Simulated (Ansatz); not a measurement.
Crystal: InPd.

```
In Pd
1.0
     3.27188    0.00000    0.00000
     0.00000    3.27188    0.00000
     0.00000    0.00000    3.27188
In Pd
1 1
Direct
  0.00000 0.00000 0.00000
  0.50000 0.50000 0.50000
```

The cell comes from a database or a generator and needn't be the stable form of this composition.

| Property | Result |
| --- | --- |
| Program | Ansatz 0.2.0 |
| Task | relaxation of cell and atoms |
| Functional | RPBE |
| Potentials or basis | Ansatz PAW |
| Cutoff | 420 eV (not typed: the program's choice for these potentials) |
| k mesh | 8 × 8 × 8 |
| Occupations | fermi-dirac, width 0.05 eV |
| Spin | no spin polarisation |

At the start: volume 17.51 Å³/atom.

Problem. Where does the relaxation end?

Solution. It ends after 4 steps and the volume is 18.59 Å³/atom (+6.1 %); space group Pm-3m (No. 221, to 0.05 Å).

Step by step:
```csv
step,energy change (eV),largest force (eV/Å),volume (Å³)
1,0.0000,0.0000,35.03
2,-0.0427,0.0000,37.45
3,-0.0435,0.0000,37.18
4,-0.0445,0.0000,37.18
```

Final structure:
```
CELL_PARAMETERS angstrom
3.33752 0.00000 0.00000
0.00000 3.33752 0.00000
0.00000 0.00000 3.33752
ATOMIC_POSITIONS crystal
In 0.00000 0.00000 0.00000
Pd 0.50000 0.50000 0.50000
```

Caveat: the plane-wave basis is chosen anew once the cell has moved, so the energies of steps on either side of that aren't comparable; the PAW data sets come from PBE, with cores solved anew for the run's functional, which leaves a small shift of forces and pressure.
